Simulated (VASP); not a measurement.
A calculation with VASP 6.6.1 of Na (ASE script, structure from a P1 CIF):

Contents of run.py:

```python
from ase.calculators.vasp import Vasp
from ase.dft.bandgap import bandgap
from ase.io import read

atoms = read('Na.cif')
calc = Vasp(
    directory='calc',
    xc='pbe',
    pp='PBE',
    setups='minimal',
    prec='Accurate',
    encut=500,
    ediff=1e-06,
    ismear=0,
    sigma=0.1,
    lreal=False,
    lasph=True,
    nelm=80,
    algo='Normal',
    isif=2,
    lwave=False,
    lcharg=False,
    kpts=[8, 8, 5],
    gamma=True,
)
atoms.calc = calc

print('energy (eV):', atoms.get_potential_energy())
print('free energy (eV):', atoms.get_potential_energy(force_consistent=True))
print('forces (eV/A):')
print(atoms.get_forces())
print('stress (eV/A^3, Voigt):', atoms.get_stress())
print('Fermi level (eV):', calc.get_fermi_level())
gap, top, bottom = bandgap(calc)
print('band gap (eV):', gap, 'from (spin, k, band)', top, 'to', bottom)
```

The input Na.cif:

```cif
data_Na
_cell_length_a 3.76700000
_cell_length_b 3.76700000
_cell_length_c 6.15400000
_cell_angle_alpha 90.00000000
_cell_angle_beta 90.00000000
_cell_angle_gamma 120.00000000
_space_group_name_H-M_alt 'P1'
_space_group_name_Hall 'P 1'
_space_group_IT_number 1
loop_
_space_group_symop_operation_xyz
'x,y,z'
loop_
_atom_site_label
_atom_site_type_symbol
_atom_site_symmetry_multiplicity
_atom_site_Wyckoff_symbol
_atom_site_fract_x
_atom_site_fract_y
_atom_site_fract_z
_atom_site_occupancy
Na1 Na 1 a 0.6666666667 0.3333333333 0.7500000000 1
Na2 Na 1 a 0.3333333333 0.6666666667 0.2500000000 1
```

Potentials or basis: VASP PAW PBE potentials, release 64 (Na).

Launch:

```bash
$ python run.py
```

This isn't the form of Na at room conditions, which is bcc.

**Question.** Write the same calculation in another form: native input, structure from a POSCAR.

**Answer.** As run:

Contents of INCAR:

```
SYSTEM = Na
PREC = Accurate
ENCUT = 500
EDIFF = 1E-7
ISMEAR = 0
SIGMA = 0.1
LREAL = .FALSE.
LASPH = .TRUE.
NELM = 100
ALGO = Normal
ISIF = 2
LWAVE = .FALSE.
LCHARG = .FALSE.
GGA = PE
```

The input KPOINTS:

```
regular mesh
0
G
  8 8 5
  0 0 0
```

The input POSCAR:

```
Na
1.0
    3.7670000000      0.0000000000      0.0000000000
   -1.8835000000      3.2623176961      0.0000000000
    0.0000000000      0.0000000000      6.1540000000
Na
2
Direct
    0.6666666667      0.3333333333      0.7500000000
    0.3333333333      0.6666666667      0.2500000000
```

Potentials or basis: VASP PAW PBE potentials, release 64 (Na).

Launch:

```sh
$ cat potpaw_PBE.64/Na/POTCAR > POTCAR
$ mpirun -np 1 vasp_std > vasp.out
```

Both were run:

|  | ASE script, structure from a P1 CIF | native input, structure from a POSCAR |
| --- | --- | --- |
| Pressure | -0.2 GPa | -0.2 GPa |
| Band gap on the k mesh | none (metal or under the smearing width) | none (metal or under the smearing width) |

Keys that steer only the numerical path or the files written may differ.
